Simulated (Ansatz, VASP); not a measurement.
## One calculation of Fe, two programs

The input INCAR:

```
SYSTEM = Fe
  PREC = Accurate
  ENCUT = 600
  EDIFF = 1E-6
  ISMEAR = -1
  SIGMA = 0.1
  LREAL = .FALSE.
  LASPH = .TRUE.
  NELM = 60
  ALGO = Normal
  ISIF = 3
  LWAVE = .FALSE.
  LCHARG = .FALSE.
  GGA = PE
  IBRION = 2
  NSW = 60
  EDIFFG = -0.005
```

KPOINTS

```
Automatic mesh
0
G
  21 21 21
  0 0 0
```

POSCAR

```
Fe
1.0
   -1.4163059443      1.4163059443      1.4163059443
    1.4163059443     -1.4163059443      1.4163059443
    1.4163059443      1.4163059443     -1.4163059443
Fe
1
Direct
    0.0000000000      0.0000000000      0.0000000000
```

Input for Ansatz:

```yaml
crystal:
  lattice:
    - [-1.4163059443, 1.4163059443, 1.4163059443]
    - [1.4163059443, -1.4163059443, 1.4163059443]
    - [1.4163059443, 1.4163059443, -1.4163059443]
  atoms:
    - { symbol: Fe, position: [0.0, 0.0, 0.0] }
kpoints:
  mp_grid: { grid: [21, 21, 21] }
scf:
  occupations: { method: fermi_dirac, width: 0.1 }
hamiltonian:
  xc: pbe
  pseudopotentials: { kind: paw }
output:
  forces: true
  stress: true
relax:
  f_tol: 0.005
  max_steps: 40
  cell: {}
```

Alike in both runs: task relaxation of cell and atoms; functional PBE; k mesh 21 × 21 × 21; occupations fermi-dirac, width 0.1 eV; no spin polarisation.

|  | VASP | Ansatz |
| --- | --- | --- |
| version | VASP 6.6.1 | Ansatz 0.2.0 |
| potentials or method | VASP PAW PBE potentials, release 64 (Fe) | PAW with Ansatz's default frozen-core files, scalar-relativistic |
| plane-wave cutoff (eV) | 600 | 420 |
| valence electrons in the cell | 8 | 16 |

|  | VASP | Ansatz | Ansatz less VASP |
| --- | --- | --- | --- |
| relaxed volume (Å³/atom) | 10.51 | 10.53 | +0.027 |
| relaxed cell length with the largest relative difference (Å) | 2.390 | 2.392 | +0.0020 |
| energy change over the relaxation (meV/atom) | -49 | -47 | +2.5 |

The two sets of potentials don't hold the same shells in valence.

Caveats: the run has no spin polarisation, though such a crystal can be magnetic. Spin polarisation is off, so any magnetic state and its effect on volume and gap are missing.
